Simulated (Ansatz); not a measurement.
Crystal: MnS.

```
Mn S
1.0
     0.00000    2.47346    2.47346
     2.47346    0.00000    2.47346
     2.47346    2.47346    0.00000
Mn S
1 1
Cartesian
  0.0000 0.0000 0.0000
  3.7102 3.7102 3.7102
```

The cell is a database's computed one.

Base run:

| Item | Value |
| --- | --- |
| Program | Ansatz 0.2.0 |
| Functional | RPBE |
| Potentials or basis | Ansatz PAW |
| Cutoff | 420 eV (not typed: the program's choice for these potentials) |
| k mesh | 9 × 9 × 9 |
| Occupations | fermi-dirac, width 0.05 eV |
| Spin | collinear spin, ferromagnetic start |
| Starting moments | [4.0, 0.0] μB |

Its results: band gap on the k mesh none (metal or under the smearing width); pressure 6.4 GPa; net moment 0.22 μB per cell; site moments Mn +0.19; S -0.00 μB.

Question: The run is repeated on the same cell with these changes: functional from RPBE to PBEsol. What comes out?

Answer: Band gap on the k mesh none (metal or under the smearing width); pressure -3.0 GPa; net moment 0.24 μB per cell; site moments Mn +0.20; S -0.00 μB.

PBEsol binds more tightly than RPBE, so the same cell stands under less pressure.

Caveats: the moment fell far below its start of 4 μB, so a state of higher moment may lie lower in energy; semilocal functionals often make such compounds metallic where correlation or magnetic order opens a gap, which also shifts bond lengths; the PAW data sets come from PBE, with cores solved anew for the run's functional, which leaves a small shift of forces and pressure; the starting moments weren't kept.
